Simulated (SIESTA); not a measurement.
Al2Cu (Khatyrkite) in SIESTA: the effect of basis

Al2Cu (Khatyrkite):

```
CELL_PARAMETERS angstrom
-3.03350 3.03350 2.43850
3.03350 -3.03350 2.43850
3.03350 3.03350 -2.43850
ATOMIC_POSITIONS crystal
Cu 0.25000 0.25000 0.00000
Cu 0.75000 0.75000 0.00000
Al 0.34190 0.15810 0.50000
Al 0.84190 0.34190 0.18380
Al 0.65810 0.84190 0.50000
Al 0.15810 0.65810 0.81620
```

Alike in all runs:

| Item | Value |
| --- | --- |
| Program | SIESTA 5.4.2 |
| Task | band structure |
| Functional | PBEsol |
| Potentials or basis | PseudoDojo 0.4 standard (PBEsol files) |
| Grid cutoff | 800 Ry |
| Energy shift | 0.003 Ry |
| k mesh | 7 × 7 × 7 |
| Occupations | fermi-dirac, width 0.05 eV |
| Spin | no spin polarisation |

```csv
basis,pressure (GPa),largest force (eV/Å)
SZ,9.5,0.12
SZP,?,?
DZ,-3.7,0.05
DZP,-3.6,0.04
TZP,-3.6,0.05
```

Problem. What does the run with basis SZP give?

Solution. Pressure 1.3 GPa; largest force 0.08 eV/Å.

Caveats: short orbitals over semicore shells can move pressures by several GPa; the basis of atomic orbitals isn't converged, which shifts pressures, moduli and gaps; the basis has no polarisation orbitals (some runs).
